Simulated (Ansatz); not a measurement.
**Nuclear-site quantities of Ca as the cell is scaled**

```
CELL_PARAMETERS angstrom
0.00000 2.79420 2.79420
2.79420 0.00000 2.79420
2.79420 2.79420 0.00000
ATOMIC_POSITIONS crystal
Ca 0.00000 0.00000 0.00000
```

Structure: COD 9011033, as refined from experiment and not relaxed.

Level of theory: DFT, PBE, all-electron PAW with datasets made for the crystal, scalar-relativistic in Ansatz 0.2.0.

Settings: a Γ-centred 11×11×11 k mesh, Fermi–Dirac smearing of 0.05 eV, cutoff 200 eV (chosen by the program for this cell), no spin polarisation.

The contact density is the mean electron density over the nuclear volume; its changes follow the s electrons' response to bonding and compression. Changes below are taken from the unscaled cell, where it is 41305.1 e/Å³ at Ca.

```
V/V(cell)  P (GPa)  Δρ(0) Ca (e/Å³)
   0.9405      0.5                ?
   1.0000     -0.6             0.00
   1.0600     -1.4                ?
```

Q: Give the missing entry: row "0.9405", column "Δρ(0) Ca (e/Å³)".

A: 0.29.

Q: Give the missing entry: row "1.0600", column "Δρ(0) Ca (e/Å³)".

A: -0.22.

The datasets are made afresh for each cell, so very small changes are uncertain.
